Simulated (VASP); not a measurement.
Crystal: PtSe.

```
CELL_PARAMETERS angstrom
0.00000 3.03745 3.03745
3.03745 0.00000 3.03745
3.03745 3.03745 0.00000
ATOMIC_POSITIONS crystal
Pt 0.00000 0.00000 0.00000
Se 0.25000 0.25000 0.25000
```

The cell comes from a database or a generator and needn't be the stable form of this composition.

Base run:

| Quantity | Value |
| --- | --- |
| Program | VASP 6.6.1 |
| Functional | PBE |
| Potentials or basis | VASP PAW PBE potentials, release 64 (Pt, Se) |
| Cutoff | 520 eV |
| k mesh | 5 × 5 × 5 |
| Occupations | gaussian, width 0.05 eV |
| Spin | collinear spin, zero start |
| Starting moments | [0.0, 0.0] μB |
| Hubbard terms | Pt d U = 2 eV |

Its results: band gap on the k mesh none (metal or under the smearing width); pressure -11.3 GPa; net moment 0.00 μB per cell.

Problem. The run is repeated on the same cell with these changes: hubbard terms from Pt d U = 2 eV to Pt d U = 4 eV; further incar settings from ALGO = Fast; EDIFF = 1e-06; NBANDS = 19 to ALGO = Fast; EDIFF = 1e-06. What comes out?

Solution. Band gap on the k mesh none (metal or under the smearing width); pressure -11.9 GPa; net moment 0.00 μB per cell.
